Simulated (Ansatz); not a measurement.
# WS2 in Ansatz: further runs

Runs on WS2. Level: PBEsol. Tasks: single point, equation of state.

All numbers are computed with Ansatz 0.2.0; they aren't measurements. Logs are shortened: lines on timing, memory, paths and dates and some standing lists are left out, and cuts for length are marked.

## 1. The structure

The cell holds a slab with vacuum, 3 atoms: a = 3.184 Å, b = 3.184 Å, c = 16.951 Å, α = 90.00°, β = 90.00°, γ = 120.00°.

## 2. Single point, PBEsol, 46.62 Å³/atom (volume scaled by 0.94)

Contents of input.yaml:

```yaml
crystal:
  lattice:
    - [3.1185283984, 0.0, 0.0]
    - [-1.5592641992, 2.7007248154, 0.0]
    - [0.0, 0.0, 16.6045506357]
  atoms:
    - { symbol: W, position: [0.0, 0.0, 0.0] }
    - { symbol: S, position: [0.3333333333, 0.6666666667, 0.09200051] }
    - { symbol: S, position: [0.3333333333, 0.6666666667, 0.90799949] }
kpoints:
  mp_grid: { grid: [10, 10, 2] }
scf:
  occupations: { method: fermi_dirac, width: 0.05 }
hamiltonian:
  xc: pbesol
  pseudopotentials: { kind: all_electron, lapw: { basis_error: 0.002 } }
output:
  forces: true
  stress: true
  eigenvalues: true
```

Potentials or basis: all-electron LAPW, scalar-relativistic.

Launch:

```
$ ansatz run input.yaml --threads 2 --pin off --max-ram 6144MiB --backend cpu --events-out ev --progress --plain --runs-dir out
```

Standard output:

```text
Warning: RAYON_NUM_THREADS=2 ignored (pool sized by the plan → 2); use --threads N
LAPW: plane waves up to 8.478 Å⁻¹, error target 2.0e-3 eV per atom; small_component_spin mean_spin; S in spheres of 1.010 Å, 14 of its electrons in bands, Dirac shells []; W in spheres of 1.351 Å, 44 of its electrons in bands, Dirac shells [] (how accurate: hamiltonian.pseudopotentials.lapw.basis_error, Limitations)
Engine: ansatz 0.2.0, aarch64-unknown-linux-gnu
Pseudopotentials: kind: all_electron
Pseudopotential: W, LAPW, valence charge 44, lapw/all_electron/scalar/gaussian/W, Koelling and Harmon's equation, gaussian nucleus
Pseudopotential: S, LAPW, valence charge 14, lapw/all_electron/scalar/gaussian/S, Koelling and Harmon's equation, gaussian nucleus
Functional definition: PBEsol
  exchange = pbesol_x
  correlation = pbesol_c
Crystal: 3 atoms, lattice volume = 139.848 Å³
Basis set: ecut = 273.8498789027046 eV, 1443 PW (Γ), exchange–correlation at level 2
Bands: 44, of which v1, the nominal top of the filled ones, is band 36 counted from 1 (35 counted from 0)
Symmetry: 12 space group operations
Space group: P-6m2 (ITA 187), of the structure as read, at distance tolerance 5.2e-5 Å
k-points: 28 of 200 (time reversal used)
Non-local potential: W, projectors of the file, none
Non-local potential: S, projectors of the file, none
Initial density: superposition of atomic densities (neutral atoms: chi_scale 0, normalization atom)
Initial wavefunctions: plane waves of lowest kinetic energy (no species holds an atomic orbital)
Functional: x = pbesol(κ = 0.804, μ = 0.12345679012345678), c = pbesol(β = 0.046)
iter 1 solved again at ethr=1.44e-3 eV; its pass at ethr=1.00e-1 eV (dr2=1.04e0 eV) is discarded
SCF iter   1: F=—  HF=-460768.106621 eV  |F-HF|=—  |Δ(HF+E_count)|=         —  Δρ=2.36e-2  dr2=1.04e0  ethr=1.44e-3  ⟨swp⟩=2.1  Hψ=7890  notcnv=0
preconditioner: auto → Resta (q_TF=auto, 2.443 Å⁻¹)  ε∞=1.7  [insulator: Δε(μ)=1.963 eV  Ē_g=20.954 eV  σ=0.050 eV  W_gap=1.00  n_scr=30 (ndim 8)  ℏωp=17.8 eV  f_vac=0.641  D(μ)=0.00/eV (n_scr^D=0)  ε∞_Penn≈1.7  vacuum switching on, ρ_ref=3.2e-2 e/Å³]
SCF iter   2: F=—  HF=-460767.698851 eV  |F-HF|=—  |Δ(HF+E_count)|=   4.08e-1  Δρ=9.03e-3  dr2=1.38e-1  ethr=1.44e-3  ⟨swp⟩=3.1  Hψ=4054  notcnv=0
SCF iter   3: F=—  HF=-460767.684433 eV  |F-HF|=—  |Δ(HF+E_count)|=   1.44e-2  Δρ=6.16e-3  dr2=9.94e-2  ethr=1.92e-4  ⟨swp⟩=3.1  Hψ=3978  notcnv=0
iter 4 solved again at ethr=1.34e-5 eV; its pass at ethr=1.38e-4 eV (dr2=9.65e-3 eV) is discarded
SCF iter   4: F=—  HF=-460767.660448 eV  |F-HF|=—  |Δ(HF+E_count)|=   2.40e-2  Δρ=2.44e-3  dr2=9.67e-3  ethr=1.34e-5  ⟨swp⟩=2.0  Hψ=6119  notcnv=0
SCF iter   5: F=—  HF=-460767.659391 eV  |F-HF|=—  |Δ(HF+E_count)|=         —  Δρ=6.12e-4  dr2=4.17e-4  ethr=1.34e-5  ⟨swp⟩=2.0  Hψ=3449  notcnv=0
the basis was enlarged: its passes take 2.4 MiB over the memory plan, 2 of 2 planned eigensolver slots
SCF iter   6: F=—  HF=-460767.659272 eV  |F-HF|=—  |Δ(HF+E_count)|=   1.18e-4  Δρ=1.85e-4  dr2=4.06e-5  ethr=5.80e-7  ⟨swp⟩=2.1  Hψ=3455  notcnv=0
SCF iter   7: F=—  HF=-460767.659296 eV  |F-HF|=—  |Δ(HF+E_count)|=   2.38e-5  Δρ=2.37e-5  dr2=6.76e-7  ethr=5.63e-8  ⟨swp⟩=3.0  Hψ=3584  notcnv=0
SCF iter   8: F=-460767.659297 eV  HF=-460767.659297 eV  |F-HF|=4.25e-8  |Δ(HF+E_count)|=   6.35e-7  Δρ=5.55e-6  dr2=2.75e-8  ethr=9.39e-10  ⟨swp⟩=3.0  Hψ=3654  notcnv=0
SCF 1 converged in 8 iterations: F = -460767.659297 eV  dr2 = 2.75e-8
SCF converged after 8 iterations
Free energy (F): -460767.659297 eV
Harris-Foulkes:  -460767.659297 eV  (|F-HF|=4.25e-8)
Internal energy: -460767.659297 eV  (E = F + TS)
E sigma→0 (E₀):  -460767.659297 eV
Fermi energy:    2.598898 eV
--- Per-component energies (eV) ---
  E_band       = -8203.458909
  E_kinetic    = 513487.227089
  E_xc         = -10067.295679
  E_electrostatic = -964187.590706  (all electrons and nuclei)
  E_smearing   = -0.000000  (= −TS)
  E_closure    = 0.000000  (closes the sum)
  E_atoms      = -460744.039139  (free atoms, spherical and without spin; not in F)
  Σ components = -460767.659297   (vs F -460767.659297, Δ=0.00e0)
  Basis errors (estimates in eV, not in F): energy 9.3e-4 per atom: plane waves 8.5e-4 (5.1e-4 summed), levels above the bands 5.6e-65, relativity 6.5e-8, radial functions 7.8e-5, core shells 3.9e-8; eigenvalues (radial functions only) 2.9e-6; not estimated: angular momenta, meshes, grids; target (lapw.basis_error) 2.0e-3; muffin-tin radii S 1.010 Å, W 1.351 Å
--- Forces (eV/Å), atoms counted from 1 ---
  atom   1  W      0.00000000    -0.00000000     0.00000000
  atom   2  S      0.00000000     0.00000000     1.07690128
  atom   3  S      0.00000000    -0.00000000    -1.07690128
  max |Σ_I F_I| component: 6.01e-17 eV/Å
--- Stress (GPa, compression-positive) ---
        2.481638       0.000000       0.000000
        0.000000       2.481638       0.000000
        0.000000       0.000000       3.773713
  P = ⅓ Tr σ = 2.9123 GPa (29.123 kbar)
--- Band table (eV; the first three rows and the last of 28) ---
  k-point 0: bands = ["-415.7471", "-415.7463", "-415.7463", "-231.0408", "-231.0408", "-231.0321", "-231.0321", "-231.0214", "-203.3629", "-203.3629", "-148.4320", "-148.4320", "-148.4320", "-148.4320", "-148.3803", "-148.3803", "-72.1714", "-36.5395", "-36.3186", "-36.3186", "-26.4162", "-26.4162", "-26.4114", "-26.3930", "-26.3930", "-26.3913", "-26.3880", "-13.5825", "-11.6820", "-5.1053", "-1.5129", "-1.5129", "-0.5580", "-0.1311", "-0.1311", "1.5434", "4.6636", "4.6636", "4.9606", "4.9606", "6.7734", "7.1871", "7.2611", "8.4048"]
  k-point 1: bands = ["-415.7471", "-415.7463", "-415.7463", "-231.0408", "-231.0408", "-231.0321", "-231.0321", "-231.0214", "-203.3629", "-203.3629", "-148.4320", "-148.4320", "-148.4320", "-148.4320", "-148.3803", "-148.3803", "-72.1714", "-36.5395", "-36.3186", "-36.3186", "-26.4162", "-26.4162", "-26.4114", "-26.3930", "-26.3930", "-26.3913", "-26.3880", "-13.5825", "-11.6820", "-5.1053", "-1.5129", "-1.5129", "-0.5580", "-0.1311", "-0.1311", "1.5434", "4.6636", "4.6636", "4.9606", "4.9606", "6.8728", "6.9389", "7.4185", "8.4410"]
  k-point 2: bands = ["-415.7471", "-415.7463", "-415.7463", "-231.0408", "-231.0408", "-231.0321", "-231.0321", "-231.0214", "-203.3629", "-203.3629", "-148.4320", "-148.4320", "-148.4320", "-148.4320", "-148.3803", "-148.3803", "-72.1692", "-36.5316", "-36.3609", "-36.3283", "-26.4164", "-26.4156", "-26.4101", "-26.3938", "-26.3932", "-26.3907", "-26.3895", "-13.3994", "-11.6225", "-4.8992", "-1.9392", "-1.3309", "-1.1941", "-0.4047", "0.2079", "1.4557", "4.5200", "4.5320", "4.7894", "5.0028", "7.0983", "7.3899", "7.9372", "8.6686"]
  k-point 27: bands = ["-415.7471", "-415.7463", "-415.7463", "-231.0408", "-231.0408", "-231.0321", "-231.0321", "-231.0214", "-203.3629", "-203.3629", "-148.4320", "-148.4320", "-148.4320", "-148.4320", "-148.3803", "-148.3803", "-72.1457", "-36.6600", "-36.5666", "-36.4478", "-26.4154", "-26.4116", "-26.4057", "-26.3990", "-26.3977", "-26.3961", "-26.3845", "-10.8952", "-10.7823", "-4.5274", "-4.2498", "-2.9483", "-2.3586", "-1.8521", "-0.6696", "1.3830", "3.7137", "5.1083", "5.8061", "7.5489", "8.3685", "9.1264", "10.8325", "11.7970"]
```

Run time: 42 s. Hardware: 2 threads of Arm Neoverse V1, shared host; peak memory 0.48 GiB.

What came out:

- Free energy: -460767.6593 eV
- Largest force: 1.077 eV/Å
- Band gap on the k mesh: 2.17 eV, indirect (least direct gap 2.33 eV)

Caveat: spin-orbit coupling is left out, which moves the levels of the heavy elements.

## 3. Single point, PBEsol, 47.61 Å³/atom (volume scaled by 0.96)

Edit input.yaml of step 2 so:

```diff
@@ -2,5 +2,5 @@
   lattice:
-    - [3.1185283984, 0.0, 0.0]
-    - [-1.5592641992, 2.7007248154, 0.0]
-    - [0.0, 0.0, 16.6045506357]
+    - [3.1404905896, 0.0, 0.0]
+    - [-1.5702452948, 2.7197446309, 0.0]
+    - [0.0, 0.0, 16.7214879437]
   atoms:
```

Potentials or basis: all-electron LAPW, scalar-relativistic.

Launch:

```
$ ansatz run input.yaml --threads 2 --pin off --max-ram 6144MiB --backend cpu --events-out ev --progress --plain --runs-dir out
```

It took 37 s on 2 threads of Arm Neoverse V1, shared host; peak memory 0.46 GiB.

It converged, with:

* Free energy: -460767.6994 eV
* Largest force: 0.645 eV/Å
* Band gap on the k mesh: 2.11 eV, indirect (least direct gap 2.27 eV)

Caveat: spin-orbit coupling is left out, which moves the levels of the heavy elements.

## 4. Single point, PBEsol, 48.60 Å³/atom (volume scaled by 0.98)

Edit input.yaml of step 3 so:

```diff
@@ -2,5 +2,5 @@
   lattice:
-    - [3.1404905896, 0.0, 0.0]
-    - [-1.5702452948, 2.7197446309, 0.0]
-    - [0.0, 0.0, 16.7214879437]
+    - [3.1621498298, 0.0, 0.0]
+    - [-1.5810749149, 2.7385020831, 0.0]
+    - [0.0, 0.0, 16.8368121945]
   atoms:
```

Launch:

```
$ ansatz run input.yaml --threads 2 --pin off --max-ram 6144MiB --backend cpu --events-out ev --progress --plain --runs-dir out
```

Run time: 37 s. Hardware: 2 threads of Arm Neoverse V1, shared host; peak memory 0.47 GiB.

It converged, with:

| Item | Value |
| --- | --- |
| Free energy | -460767.7136 eV |
| Largest force | 0.245 eV/Å |
| Band gap on the k mesh | 2.04 eV, indirect (least direct gap 2.21 eV) |

Caveat: spin-orbit coupling is left out, which moves the levels of the heavy elements.

## 5. Single point, PBEsol, 49.59 Å³/atom

Edit input.yaml of step 4 so:

```diff
@@ -2,5 +2,5 @@
   lattice:
-    - [3.1621498298, 0.0, 0.0]
-    - [-1.5810749149, 2.7385020831, 0.0]
-    - [0.0, 0.0, 16.8368121945]
+    - [3.1835163552, 0.0, 0.0]
+    - [-1.5917581776, 2.7570060369, 0.0]
+    - [0.0, 0.0, 16.95057789]
   atoms:
```

Launch:

```
$ ansatz run input.yaml --threads 2 --pin off --max-ram 6144MiB --backend cpu --events-out ev --progress --plain --runs-dir out
```

It took 37 s on 2 threads of Arm Neoverse V1, shared host; peak memory 0.46 GiB.

It converged, with:

| Item | Value |
| --- | --- |
| Free energy | -460767.7046 eV |
| Largest force | 0.124 eV/Å |
| Band gap on the k mesh | 1.99 eV, indirect (least direct gap 2.15 eV) |

Caveat: spin-orbit coupling is left out, which moves the levels of the heavy elements.

## 6. Single point, PBEsol, 50.58 Å³/atom (volume scaled by 1.02)

Edit input.yaml of step 5 so:

```diff
@@ -2,5 +2,5 @@
   lattice:
-    - [3.1835163552, 0.0, 0.0]
-    - [-1.5917581776, 2.7570060369, 0.0]
-    - [0.0, 0.0, 16.95057789]
+    - [3.2045998594, 0.0, 0.0]
+    - [-1.6022999297, 2.7752648871, 0.0]
+    - [0.0, 0.0, 17.0628366442]
   atoms:
```

Potentials or basis: all-electron LAPW, scalar-relativistic.

Launch:

```
$ ansatz run input.yaml --threads 2 --pin off --max-ram 6144MiB --backend cpu --events-out ev --progress --plain --runs-dir out
```

Wall time 36 s (2 threads of Arm Neoverse V1, shared host); peak memory 0.46 GiB.

The run converged. Its results:

| Quantity | Value |
| --- | --- |
| Free energy | -460767.6748 eV |
| Largest force | 0.465 eV/Å |
| Band gap on the k mesh | 1.93 eV, indirect (least direct gap 2.09 eV) |

Caveat: spin-orbit coupling is left out, which moves the levels of the heavy elements.

## 7. Single point, PBEsol, 51.58 Å³/atom (volume scaled by 1.04)

Edit input.yaml of step 6 so:

```diff
@@ -2,5 +2,5 @@
   lattice:
-    - [3.2045998594, 0.0, 0.0]
-    - [-1.6022999297, 2.7752648871, 0.0]
-    - [0.0, 0.0, 17.0628366442]
+    - [3.2254095325, 0.0, 0.0]
+    - [-1.6127047662, 2.7932865927, 0.0]
+    - [0.0, 0.0, 17.1736373894]
   atoms:
```

Launch:

```
$ ansatz run input.yaml --threads 2 --pin off --max-ram 6144MiB --backend cpu --events-out ev --progress --plain --runs-dir out
```

Run time: 38 s. Hardware: 2 threads of Arm Neoverse V1, shared host; peak memory 0.46 GiB.

The run converged. Its results:

| Property | Result |
| --- | --- |
| Free energy | -460767.6263 eV |
| Largest force | 0.780 eV/Å |
| Band gap on the k mesh | 1.88 eV, indirect (least direct gap 2.04 eV) |

Caveat: spin-orbit coupling is left out, which moves the levels of the heavy elements.

## 8. Single point, PBEsol, 52.57 Å³/atom (volume scaled by 1.06)

Edit input.yaml of step 7 so:

```diff
@@ -2,5 +2,5 @@
   lattice:
-    - [3.2254095325, 0.0, 0.0]
-    - [-1.6127047662, 2.7932865927, 0.0]
-    - [0.0, 0.0, 17.1736373894]
+    - [3.2459540962, 0.0, 0.0]
+    - [-1.6229770481, 2.8110787067, 0.0]
+    - [0.0, 0.0, 17.2830265641]
   atoms:
```

Launch:

```
$ ansatz run input.yaml --threads 2 --pin off --max-ram 6144MiB --backend cpu --events-out ev --progress --plain --runs-dir out
```

It took 38 s on 2 threads of Arm Neoverse V1, shared host; peak memory 0.46 GiB.

Results (log left out):

| Property | Result |
| --- | --- |
| Free energy | -460767.5611 eV |
| Largest force | 1.072 eV/Å |
| Band gap on the k mesh | 1.82 eV, indirect (least direct gap 1.98 eV) |

Caveat: spin-orbit coupling is left out, which moves the levels of the heavy elements.

## 9. Equation of state, PBEsol

Potentials or basis: all-electron LAPW, scalar-relativistic.

No new run: the results of the series are fitted here.

What came out:

```
Equilibrium volume                        : 48.69 Å³/atom
Bulk modulus at fixed shape and positions : 61 GPa
Pressure derivative of the bulk modulus   : 4.4
```

Energy against volume, from the lowest point:
| volume (Å³/atom) | energy (meV/atom) |
| --- | --- |
| 46.616 | 18.10 |
| 47.608 | 4.74 |
| 48.600 | 0.00 |
| 49.592 | 3.00 |
| 50.583 | 12.94 |
| 51.575 | 29.10 |
| 52.567 | 50.85 |

Caveat: the cell was scaled at fixed shape and fractional positions, which overstates the stiffness of a crystal with free parameters, most of all of layers and chains. The run has no spin-orbit coupling, so splittings on W are missing.
